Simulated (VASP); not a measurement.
# Si (P6/mmm) in VASP: further runs, part 2 of 2

VASP 6.6.1. The steps go on from the part before.

## (6) Relaxation of cell and atoms, optPBE-vdW

Input file INCAR:

```
SYSTEM = Si
AGGAC    = 0.0          
ALGO     = Normal         ! electronic algorithm
EDIFF    = 1E-6           ! SCF threshold, eV
EDIFFG   = -0.01          ! ionic threshold
ENCUT    = 600            ! plane-wave cutoff, eV
GGA      = OR             ! functional
IBRION   = 2              ! ionic algorithm
ISIF     = 3              ! what is computed and relaxed
ISMEAR   = -1             ! smearing method
LASPH    = .True.         ! aspherical terms in the spheres
LCHARG   = .False.        ! write CHGCAR
LREAL    = .False.        ! projectors in reciprocal space
LUSE_VDW = .True.       
LWAVE    = .False.        ! write WAVECAR
NELM     = 80             ! most SCF steps
NSW      = 40             ! ionic steps
PREC     = Accurate       ! precision mode
SIGMA    = 0.05           ! smearing width, eV
```

Input file KPOINTS:

```
k-points
0
Gamma
  12 12 11
  0 0 0
```

Input file POSCAR:

```
Si
1.0
    2.6205428149      0.0000000000      0.0000000000
   -1.3102714075      2.2694566494      0.0000000000
    0.0000000000      0.0000000000      2.4663543900
Si
1
Direct
    0.0000000000      0.0000000000      0.0000000000
```

Potentials or basis: VASP PAW PBE potentials, release 64 (Si).

On the command line:

```
$ cat potpaw_PBE.64/Si/POTCAR > POTCAR
$ mpirun -np 1 vasp_std > vasp.out
```

OUTCAR:

```text
SYSTEM = Si
   EDIFF = 1E-6
   EDIFFG = -0.01
   ENCUT = 600
   GGA = OR
   IBRION = 2
   ISIF = 3
   ISMEAR = -1
   LASPH = .True.
   LREAL = .False.
   NELM = 80
   NSW = 40
   PREC = Accurate

 ion  position               nearest neighbor table
   1  0.000  0.000  0.000-

  LATTYP: Found a hexagonal cell.
 ALAT       =     2.6205428149
 C/A-ratio  =     0.9411616463

  Lattice vectors:

 A1 = (   2.6205428149,   0.0000000000,   0.0000000000)
 A2 = (  -1.3102714075,   2.2694566494,   0.0000000000)
 A3 = (   0.0000000000,   0.0000000000,   2.4663543900)

Analysis of symmetry for initial positions (statically):
=====================================================================
 Subroutine PRICEL returns:
[... 324 lines left out ...]
  ---------------------------------------------------
  ext. energy  EPLUGINS =         0.00000000
  ---------------------------------------------------
  free energy    TOTEN  =        -3.64317122 eV

  energy without entropy =       -3.64043430  energy(sigma->0) =       -3.64180276

 E-fermi :   8.9634     XC(G=0): -10.7451

 val. band max:        8.9270912318   @ k =   0.3333   0.2500   0.3636
 cond. band min:       9.0888768144   @ k =   0.2500   0.0833   0.1818
 fundamental gap:      0.1617855826
 Fermi energy:         8.9633923058

 k-point     1 :       0.0000    0.0000    0.0000
  band No.  band energies     occupation
      1      -4.6259      2.00000
      2      16.3818      0.00000
      3      16.4382      0.00000
      4      18.8500      0.00000
      5      18.8500      0.00000
      6      21.1804      0.00000
[... 199 lines left out ...]
 k-point    24 :       0.3333    0.0000    0.0909
  band No.  band energies     occupation
      1      -1.4628      2.00000
      2       7.2485      2.00000
      3      14.7664      0.00000
      4      15.2596      0.00000
      5      18.0943      0.00000
      6      24.5543      0.00000

 [... further k-points ...]
[... 5 lines left out ...]
  --------------------------------------------------------------------------------------
  -------------------------------------------------------------------------------------
  Total        0.0001668      0.0001668      0.0034565     -0.0000000      0.0000000      0.0000000
  in kB        0.0172517      0.0172517      0.3575678     -0.0000000      0.0000000      0.0000000
  external PRESSURE =       0.1306904 kB  Pullay stress =       0.0000000 kB
[... 20 lines left out ...]
  energy  without entropy=       -3.6404343047  energy(sigma->0) =       -3.64180276

Total vdW correction in eV:      0.3860601

 reached required accuracy - stopping structural energy minimisation
```

OSZICAR:

```text
N       E                     dE             d eps       ncg     rms          rms(c)
DAV:   1     0.916033692673E+00    0.91603E+00   -0.19000E+03  1446   0.575E+02
DAV:   2    -0.356451604643E+01   -0.44805E+01   -0.41481E+01  1920   0.471E+01
DAV:   3    -0.361115241503E+01   -0.46636E-01   -0.46381E-01  1716   0.511E+00
[... 28 lines left out ...]
       N       E                     dE             d eps       ncg     rms          rms(c)
DAV:   1    -0.364317595355E+01   -0.12571E-04   -0.25934E-04  1596   0.903E-02    0.107E-02
DAV:   2    -0.364317272785E+01    0.32257E-05   -0.74123E-06  1572   0.210E-02    0.605E-03
DAV:   3    -0.364317119071E+01    0.15371E-05   -0.43396E-06  1524   0.114E-02    0.550E-04
DAV:   4    -0.364317121551E+01   -0.24804E-07   -0.19981E-07   726   0.394E-03
   5 F= -.36431712E+01 E0= -.36418028E+01  d E =-.109232E-03
```

Run time: 58 s. Hardware: 1 thread of Intel Xeon Platinum 8488C (Sapphire Rapids), shared host; peak memory 0.25 GiB.

Results:

```
Free energy                            : -3.6432 eV
Relaxed volume                         : 15.49 Å³/atom
Relaxed cell                           : a = 2.663 Å, b = 2.663 Å, c = 2.522 Å, α = 90.00°, β = 90.00°, γ = 120.00°
Space group after relaxing (to 0.05 Å) : P6/mmm (No. 191)
Energy gained by relaxing              : 15.3 meV/atom
Ionic steps                            : 5
Pressure after relaxing                : 0.0 GPa
Band gap on the k mesh                 : none (metal or under the smearing width)
```

The path:
| step | energy change (eV) | largest force (eV/Å) | pressure (GPa) | volume (Å³) |
| --- | --- | --- | --- | --- |
| 1 | 0.0000 | 0.0000 | 6.03 | 14.67 |
| 2 | -0.0118 | 0.0000 | -2.24 | 15.87 |
| 3 | -0.0152 | 0.0000 | 0.11 | 15.46 |
| 4 | -0.0153 | 0.0000 | -0.01 | 15.49 |
| 5 | -0.0153 | 0.0000 | 0.01 | 15.49 |

Final structure:
```cif
data_structure
_symmetry_space_group_name_H-M 'P 1'
_symmetry_Int_Tables_number 1
_cell_length_a 2.6627
_cell_length_b 2.6627
_cell_length_c 2.5223
_cell_angle_alpha 90.000
_cell_angle_beta 90.000
_cell_angle_gamma 120.000
_cell_volume 15.49
loop_
_atom_site_label
_atom_site_type_symbol
_atom_site_fract_x
_atom_site_fract_y
_atom_site_fract_z
_atom_site_occupancy
Si1 Si 0.00000 0.00000 0.00000 1
```

Caveat: the PAW data sets were made with another functional, which shifts forces and pressure a little.

## (7) Overview

```csv
level,gap on the mesh (eV),pressure (GPa),relaxed volume (Å³/atom)
vdW-DF,none,0.0,15.87
BEEF-vdW,none,0.0,14.83
optB86b-vdW,none,0.0,15.12
vdW-DF2,none,0.0,16.80
optPBE-vdW,none,0.0,15.49
```

Alike in all rows: task relaxation of cell and atoms; potentials or basis VASP PAW PBE potentials, release 64 (Si); no spin polarisation; cell relaxed; k mesh 12 × 12 × 11; cutoff (eV) 600; smearing fermi-dirac 0.05 eV.

Caveats: the PAW data sets were made with another functional, which shifts forces and pressure a little.

Absolute energies hang on the potentials; compare differences alone.
